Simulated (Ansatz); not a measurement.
**Ga in Ansatz: the effect of functional**

Crystal: Ga.

```
Ga
1.0
     2.83291    0.00000    0.00000
     0.00000    3.34597    0.00000
    -1.36978    0.00000    4.06853
Ga
2
Cartesian
  -0.6737 2.5095 3.1334
  2.1368 0.8365 0.9351
```

This isn't the form of Ga at room conditions, which is orthorhombic.

The cell isn't the ideal one: volume scaled by 1.06.

Alike in all runs:

| Quantity | Value |
| --- | --- |
| Program | Ansatz 0.2.0 |
| Task | single point |
| Potentials or basis | Ansatz PAW |
| k mesh | 10 × 8 × 7 |
| Occupations | fermi-dirac, width 0.05 eV |
| Spin | no spin polarisation |

```tsv
functional	cutoff	pressure (GPa)	largest force (eV/Å)
LDA	420 eV (not typed: the program's choice for these potentials)	-5.5	0.04
PBE	420 eV (not typed: the program's choice for these potentials)	-0.2	0.06
PBEsol	420 eV (not typed: the program's choice for these potentials)	-3.6	0.05
r2SCAN	500 eV (not typed: the program's choice for these potentials)	?	?
```

Question: What does the run with functional r2SCAN give?

Answer: Pressure -3.2 GPa; largest force 0.04 eV/Å.

Caveats: the PAW data sets come from PBE, with cores solved anew for the run's functional, which leaves a small shift of forces and pressure (some runs).
